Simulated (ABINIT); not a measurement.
# Au (Fm-3m) in ABINIT: further runs

The runs below take Au through equation of state, with PBE.

All numbers are computed with ABINIT 10.8.3 (patched build); they aren't measurements. Logs are shortened: lines on timing, memory, paths and dates and some standing lists are left out, and cuts for length are marked. The log counts tension as positive stress, the text compression.

**1. The crystal as given**

It takes space group Fm-3m (No. 225, cubic). Conventional cell: a = 4.070 Å, b = 4.070 Å, c = 4.070 Å, α = 90.00°, β = 90.00°, γ = 90.00°. Au (site symmetry m-3m) has 12 Au at 2.88 Å as nearest neighbours.

**2. Equation of state, PBE**

File run.abi:

```
# Datasets: one volume each
ndtset 7
getwfk -1
scalecart1 3*0.9795861087
scalecart2 3*0.9864848297
scalecart3 3*0.9932883884
scalecart4 3*1.0000000000
scalecart5 3*1.0066227096
scalecart6 3*1.0131594038
scalecart7 3*1.0196128224

# Pseudopotentials
pp_dirpath "./"
pseudos "Au.upf"

# Structure
acell 3*1.0
rprim
     0.0000000000     3.8455926636     3.8455926636
     3.8455926636     0.0000000000     3.8455926636
     3.8455926636     3.8455926636     0.0000000000
ntypat 1
znucl 79
natom 1
typat 1
xred
     0.0000000000     0.0000000000     0.0000000000

# Plane-wave basis
ecut 38.0

# k points
kptopt 1
ngkpt 11 11 11
nshiftk 1
shiftk 0.0 0.0 0.0

# Exchange and correlation
ixc 11

# Bands and occupations
nband 14
occopt 3
tsmear 0.00183747

# SCF cycle
nstep 100
tolvrs 1.0e-10

# Output
iomode 3
prtwf 1
prtden 0
prteig 0
prtebands 0
enunit 2
```

Potentials or basis: PseudoDojo NC SR PBE v0.4.1 standard.

Run with:

```sh
abinit run.abi > log 2>&1
```

run.abo:

```text
.Version 10.8.3 of ABINIT
 DATASET    1 : space group Fm -3 m (#225); Bravais cF (face-center cubic)
================================================================================
 Values of the parameters that define the memory need for DATASET  1.
     intxc =       0    ionmov =       0      iscf =       7    lmnmax =       7
     lnmax =       7     mgfft =      30  mpssoang =       4    mqgrid =    3001
     natom =       1  nloc_mem =       1    nspden =       1   nspinor =       1
    nsppol =       1      nsym =      48    n1xccc =    2501    ntypat =       1
    occopt =       3   xclevel =       2
       mpw =        1219          nfft =       27000          nkpt =          56
================================================================================
================================================================================
[... 61 lines left out ...]
 DATASET    7 : space group Fm -3 m (#225); Bravais cF (face-center cubic)
================================================================================
 Values of the parameters that define the memory need for DATASET  7.
     intxc =       0    ionmov =       0      iscf =       7    lmnmax =       7
     lnmax =       7     mgfft =      32  mpssoang =       4    mqgrid =    3001
     natom =       1  nloc_mem =       1    nspden =       1   nspinor =       1
    nsppol =       1      nsym =      48    n1xccc =    2501    ntypat =       1
    occopt =       3   xclevel =       2
       mpw =        1363          nfft =       32768          nkpt =          56
================================================================================
================================================================================

--------------------------------------------------------------------------------
------------- Echo of variables that govern the present computation ------------
--------------------------------------------------------------------------------
 -outvars: echo values of preprocessed input variables --------
            acell      1.0000000000E+00  1.0000000000E+00  1.0000000000E+00 Bohr
              amu      1.96966540E+02
             ecut      3.80000000E+01 Hartree
           enunit           2
           getwfk          -1
                       outvar_i_n : Printing only first  50 k-points.
              ixc          11
           jdtset        1    2    3    4    5    6    7
                       outvar_i_n : Printing only first  50 k-points.
         kptrlatt       11    0    0      0   11    0      0    0   11
          kptrlen1     5.86021543E+01
          kptrlen2     5.90148591E+01
          kptrlen3     5.94218710E+01
          kptrlen4     5.98233823E+01
          kptrlen5     6.02195752E+01
          kptrlen6     6.06106223E+01
          kptrlen7     6.09966877E+01
            natom           1
            nband          14
           ndtset           7
            ngfft1         30      30      30
            ngfft2         30      30      30
            ngfft3         30      30      30
            ngfft4         32      32      32
            ngfft5         32      32      32
            ngfft6         32      32      32
            ngfft7         32      32      32
             nkpt          56
            nstep         100
             nsym          48
           ntypat           1
                       prtocc : prtvol=0, do not print more k-points.
           occopt           3
           prtden           0
        prtebands           0
           prteig           0
            rprim1     0.0000000000E+00  3.7670891530E+00  3.7670891530E+00
                       3.7670891530E+00  0.0000000000E+00  3.7670891530E+00
                       3.7670891530E+00  3.7670891530E+00  0.0000000000E+00
            rprim2     0.0000000000E+00  3.7936188238E+00  3.7936188238E+00
                       3.7936188238E+00  0.0000000000E+00  3.7936188238E+00
                       3.7936188238E+00  3.7936188238E+00  0.0000000000E+00
            rprim3     0.0000000000E+00  3.8197825393E+00  3.8197825393E+00
                       3.8197825393E+00  0.0000000000E+00  3.8197825393E+00
                       3.8197825393E+00  3.8197825393E+00  0.0000000000E+00
            rprim4     0.0000000000E+00  3.8455926636E+00  3.8455926636E+00
                       3.8455926636E+00  0.0000000000E+00  3.8455926636E+00
                       3.8455926636E+00  3.8455926636E+00  0.0000000000E+00
            rprim5     0.0000000000E+00  3.8710609071E+00  3.8710609071E+00
                       3.8710609071E+00  0.0000000000E+00  3.8710609071E+00
                       3.8710609071E+00  3.8710609071E+00  0.0000000000E+00
            rprim6     0.0000000000E+00  3.8961983703E+00  3.8961983703E+00
                       3.8961983703E+00  0.0000000000E+00  3.8961983703E+00
                       3.8961983703E+00  3.8961983703E+00  0.0000000000E+00
            rprim7     0.0000000000E+00  3.9210155895E+00  3.9210155895E+00
                       3.9210155895E+00  0.0000000000E+00  3.9210155895E+00
                       3.9210155895E+00  3.9210155895E+00  0.0000000000E+00
          spgroup         225
           tolvrs      1.00000000E-10
           tsmear      1.83747000E-03 Hartree
            typat      1
                       outvars : Printing only first  50 k-points.
            znucl       79.00000

================================================================================

 chkinp: Checking input parameters for consistency, jdtset=   1.

 chkinp: Checking input parameters for consistency, jdtset=   2.

 chkinp: Checking input parameters for consistency, jdtset=   3.

 chkinp: Checking input parameters for consistency, jdtset=   4.
[... 22 lines left out ...]
 Real(R)+Recip(G) space primitive vectors, cartesian coordinates (Bohr,Bohr^-1):
 R(1)=  0.0000000  3.7670892  3.7670892  G(1)= -0.1327285  0.1327285  0.1327285
 R(2)=  3.7670892  0.0000000  3.7670892  G(2)=  0.1327285 -0.1327285  0.1327285
 R(3)=  3.7670892  3.7670892  0.0000000  G(3)=  0.1327285  0.1327285 -0.1327285
 Unit cell volume ucvol=  1.0691723E+02 bohr^3
 Angles (23,13,12)=  6.00000000E+01  6.00000000E+01  6.00000000E+01 degrees

 getcut: wavevector=  0.0000  0.0000  0.0000  ngfft=  30  30  30
         ecut(hartree)=     38.000   => boxcut(ratio)=   2.03154

--- Pseudopotential description ------------------------------------------------
- pspini: atom type   1  psp file is ./Au.upf
12 -101130 3 -1 1356                          pspcod,pspxc,lmax,lloc,mmax
     nproj     2     2     2     1

   6.12448423E+02                                ecore*ucvol(ha*bohr**3)
--------------------------------------------------------------------------------

================================================================================

--- !BeginCycle
iteration_state: {dtset: 1, }
solver: {iscf: 7, nstep: 100, nline: 4, wfoptalg: 0, }
tolerances: {tolvrs: 1.00E-10, }
...

     iter   Etot(hartree)      deltaE(h)  residm     vres2
 ETOT  1  -148.14843935619    -1.481E+02 1.668E-01 4.999E+01
 ETOT  2  -148.18527615988    -3.684E-02 8.136E-03 3.479E+01
 ETOT  3  -148.19479880764    -9.523E-03 4.208E-03 2.009E-02
 ETOT  4  -148.19480502830    -6.221E-06 6.239E-04 2.412E-04
 ETOT  5  -148.19480505494    -2.665E-08 1.781E-04 9.530E-06
 ETOT  6  -148.19480505671    -1.767E-09 9.226E-05 2.943E-08
 ETOT  7  -148.19480505672    -7.702E-12 2.429E-05 1.833E-10
 ETOT  8  -148.19480505671     1.165E-12 1.596E-05 2.271E-13
[... 996 lines left out ...]
 Cartesian components of stress tensor (hartree/bohr^3)
  sigma(1 1)= -1.18042296E-05  sigma(3 2)=  0.00000000E+00
  sigma(2 2)= -1.18042296E-05  sigma(3 1)=  0.00000000E+00
  sigma(3 3)= -1.18042296E-05  sigma(2 1)=  0.00000000E+00

-Cartesian components of stress tensor (GPa)         [Pressure=  3.4729E-01 GPa]
- sigma(1 1)= -3.47292426E-01  sigma(3 2)=  0.00000000E+00
- sigma(2 2)= -3.47292426E-01  sigma(3 1)=  0.00000000E+00
- sigma(3 3)= -3.47292426E-01  sigma(2 1)=  0.00000000E+00

== END DATASET(S) ==============================================================
================================================================================

 -outvars: echo values of variables after computation  --------
            acell      1.0000000000E+00  1.0000000000E+00  1.0000000000E+00 Bohr
           etotal1    -1.4819480506E+02
           etotal2    -1.4819651363E+02
           etotal3    -1.4819782433E+02
           etotal4    -1.4819878415E+02
           etotal5    -1.4819943466E+02
           etotal6    -1.4819981257E+02
           etotal7    -1.4819995069E+02
            fcart1    -0.0000000000E+00 -0.0000000000E+00 -0.0000000000E+00
            fcart2    -0.0000000000E+00 -0.0000000000E+00 -0.0000000000E+00
            fcart3    -0.0000000000E+00 -0.0000000000E+00 -0.0000000000E+00
            fcart4    -0.0000000000E+00 -0.0000000000E+00 -0.0000000000E+00
            fcart5    -0.0000000000E+00 -0.0000000000E+00 -0.0000000000E+00
            fcart6    -0.0000000000E+00 -0.0000000000E+00 -0.0000000000E+00
            fcart7    -0.0000000000E+00 -0.0000000000E+00 -0.0000000000E+00
            rprim1     0.0000000000E+00  3.7670891530E+00  3.7670891530E+00
                       3.7670891530E+00  0.0000000000E+00  3.7670891530E+00
                       3.7670891530E+00  3.7670891530E+00  0.0000000000E+00
            rprim2     0.0000000000E+00  3.7936188238E+00  3.7936188238E+00
                       3.7936188238E+00  0.0000000000E+00  3.7936188238E+00
                       3.7936188238E+00  3.7936188238E+00  0.0000000000E+00
            rprim3     0.0000000000E+00  3.8197825393E+00  3.8197825393E+00
                       3.8197825393E+00  0.0000000000E+00  3.8197825393E+00
[... 9 lines left out ...]
                       3.8961983703E+00  3.8961983703E+00  0.0000000000E+00
            rprim7     0.0000000000E+00  3.9210155895E+00  3.9210155895E+00
                       3.9210155895E+00  0.0000000000E+00  3.9210155895E+00
                       3.9210155895E+00  3.9210155895E+00  0.0000000000E+00
           strten1    -8.4536278698E-04 -8.4536278698E-04 -8.4536278698E-04
                       0.0000000000E+00  0.0000000000E+00  0.0000000000E+00
           strten2    -6.5930417019E-04 -6.5930417019E-04 -6.5930417019E-04
                       0.0000000000E+00  0.0000000000E+00  0.0000000000E+00
           strten3    -4.9518594855E-04 -4.9518594855E-04 -4.9518594855E-04
                       0.0000000000E+00  0.0000000000E+00  0.0000000000E+00
           strten4    -3.5047601412E-04 -3.5047601412E-04 -3.5047601412E-04
                       0.0000000000E+00  0.0000000000E+00  0.0000000000E+00
           strten5    -2.2292022272E-04 -2.2292022272E-04 -2.2292022272E-04
                       0.0000000000E+00  0.0000000000E+00  0.0000000000E+00
           strten6    -1.1059413188E-04 -1.1059413188E-04 -1.1059413188E-04
                       0.0000000000E+00  0.0000000000E+00  0.0000000000E+00
           strten7    -1.1804229638E-05 -1.1804229638E-05 -1.1804229638E-05
                       0.0000000000E+00  0.0000000000E+00  0.0000000000E+00
 Calculation completed.
```

It took 3.9 min on 1 thread of Arm Neoverse N1, shared host; peak memory 0.11 GiB.

What came out:

* Equilibrium volume: 17.91 Å³/atom (rough: see the caveat)
* Bulk modulus: 143 GPa (rough)

Energy against volume, from the lowest point:
```csv
volume (Å³/atom),energy (meV/atom)
15.843,140.02
16.181,93.53
16.518,57.86
16.855,31.74
17.192,14.04
17.529,3.76
17.866,0.00
```

Caveat: pressures at fixed basis lie under the slope of the energies; the minimum lies outside the volumes run.

**3. Equation of state, PBE**

run.abi is that of step 2.

Potentials or basis: PseudoDojo NC SR PBE v0.4 stringent.

Run with:

```sh
abinit run.abi > log 2>&1
```

run.abo:

```text
.Version 10.8.3 of ABINIT
 DATASET    1 : space group Fm -3 m (#225); Bravais cF (face-center cubic)
================================================================================
 Values of the parameters that define the memory need for DATASET  1.
     intxc =       0    ionmov =       0      iscf =       7    lmnmax =       7
     lnmax =       7     mgfft =      30  mpssoang =       4    mqgrid =    3001
     natom =       1  nloc_mem =       1    nspden =       1   nspinor =       1
    nsppol =       1      nsym =      48    n1xccc =    2501    ntypat =       1
    occopt =       3   xclevel =       2
       mpw =        1219          nfft =       27000          nkpt =          56
================================================================================
================================================================================
[... 61 lines left out ...]
 DATASET    7 : space group Fm -3 m (#225); Bravais cF (face-center cubic)
================================================================================
 Values of the parameters that define the memory need for DATASET  7.
     intxc =       0    ionmov =       0      iscf =       7    lmnmax =       7
     lnmax =       7     mgfft =      32  mpssoang =       4    mqgrid =    3001
     natom =       1  nloc_mem =       1    nspden =       1   nspinor =       1
    nsppol =       1      nsym =      48    n1xccc =    2501    ntypat =       1
    occopt =       3   xclevel =       2
       mpw =        1363          nfft =       32768          nkpt =          56
================================================================================
================================================================================
[... 1145 lines left out ...]
            acell      1.0000000000E+00  1.0000000000E+00  1.0000000000E+00 Bohr
           etotal1    -1.4819480506E+02
           etotal2    -1.4819651363E+02
           etotal3    -1.4819782433E+02
           etotal4    -1.4819878415E+02
           etotal5    -1.4819943466E+02
           etotal6    -1.4819981257E+02
           etotal7    -1.4819995069E+02
            fcart1    -0.0000000000E+00 -0.0000000000E+00 -0.0000000000E+00
            fcart2    -0.0000000000E+00 -0.0000000000E+00 -0.0000000000E+00
            fcart3    -0.0000000000E+00 -0.0000000000E+00 -0.0000000000E+00
            fcart4    -0.0000000000E+00 -0.0000000000E+00 -0.0000000000E+00
            fcart5    -0.0000000000E+00 -0.0000000000E+00 -0.0000000000E+00
            fcart6    -0.0000000000E+00 -0.0000000000E+00 -0.0000000000E+00
            fcart7    -0.0000000000E+00 -0.0000000000E+00 -0.0000000000E+00
            rprim1     0.0000000000E+00  3.7670891530E+00  3.7670891530E+00
                       3.7670891530E+00  0.0000000000E+00  3.7670891530E+00
                       3.7670891530E+00  3.7670891530E+00  0.0000000000E+00
[... 17 lines left out ...]
                       3.9210155895E+00  3.9210155895E+00  0.0000000000E+00
           strten1    -8.4536278698E-04 -8.4536278698E-04 -8.4536278698E-04
                       0.0000000000E+00  0.0000000000E+00  0.0000000000E+00
           strten2    -6.5930417019E-04 -6.5930417019E-04 -6.5930417019E-04
                       0.0000000000E+00  0.0000000000E+00  0.0000000000E+00
           strten3    -4.9518594855E-04 -4.9518594855E-04 -4.9518594855E-04
                       0.0000000000E+00  0.0000000000E+00  0.0000000000E+00
           strten4    -3.5047601412E-04 -3.5047601412E-04 -3.5047601412E-04
                       0.0000000000E+00  0.0000000000E+00  0.0000000000E+00
           strten5    -2.2292022272E-04 -2.2292022272E-04 -2.2292022272E-04
                       0.0000000000E+00  0.0000000000E+00  0.0000000000E+00
           strten6    -1.1059413188E-04 -1.1059413188E-04 -1.1059413188E-04
                       0.0000000000E+00  0.0000000000E+00  0.0000000000E+00
           strten7    -1.1804229638E-05 -1.1804229638E-05 -1.1804229638E-05
                       0.0000000000E+00  0.0000000000E+00  0.0000000000E+00
 Calculation completed.
```

Wall time 3.9 min (1 thread of Arm Neoverse N1, shared host); peak memory 0.1 GiB.

Results:

* Equilibrium volume: 17.91 Å³/atom (rough: see the caveat)
* Bulk modulus: 143 GPa (rough)

Energy against volume, from the lowest point:
| volume (Å³/atom) | energy (meV/atom) |
| --- | --- |
| 15.843 | 140.02 |
| 16.181 | 93.53 |
| 16.518 | 57.86 |
| 16.855 | 31.74 |
| 17.192 | 14.04 |
| 17.529 | 3.76 |
| 17.866 | 0.00 |

Caveat: pressures at fixed basis lie under the slope of the energies; the minimum lies outside the volumes run.

**4. Equation of state, PBE**

run.abi is that of step 3.

Potentials or basis: PseudoDojo NC SR PBE v0.5 standard.

Run with:

```sh
abinit run.abi > log 2>&1
```

Wall time 3.9 min (1 thread of Arm Neoverse N1, shared host); peak memory 0.11 GiB.

The run converged. Its results:

| Quantity | Value |
| --- | --- |
| Equilibrium volume | 17.91 Å³/atom (rough: see the caveat) |
| Bulk modulus | 143 GPa (rough) |

Energy against volume, from the lowest point:
```csv
volume (Å³/atom),energy (meV/atom)
15.843,140.02
16.181,93.53
16.518,57.86
16.855,31.74
17.192,14.04
17.529,3.76
17.866,0.00
```

Caveat: pressures at fixed basis lie under the slope of the energies; the minimum lies outside the volumes run.

**5. Equation of state, PBE**

run.abi is that of step 4.

Potentials or basis: PseudoDojo NC SR PBE v0.5 stringent.

Run with:

```sh
abinit run.abi > log 2>&1
```

Wall time 3.9 min (1 thread of Arm Neoverse N1, shared host); peak memory 0.11 GiB.

It converged, with:

| Property | Result |
| --- | --- |
| Equilibrium volume | 17.91 Å³/atom (rough: see the caveat) |
| Bulk modulus | 143 GPa (rough) |

Energy against volume, from the lowest point:
| volume (Å³/atom) | energy (meV/atom) |
| --- | --- |
| 15.843 | 140.02 |
| 16.181 | 93.53 |
| 16.518 | 57.86 |
| 16.855 | 31.74 |
| 17.192 | 14.04 |
| 17.529 | 3.76 |
| 17.866 | 0.00 |

Caveat: pressures at fixed basis lie under the slope of the energies; the minimum lies outside the volumes run. Spin-orbit coupling is left out, which matters for the levels of Au.

[end of part 1 of 2]
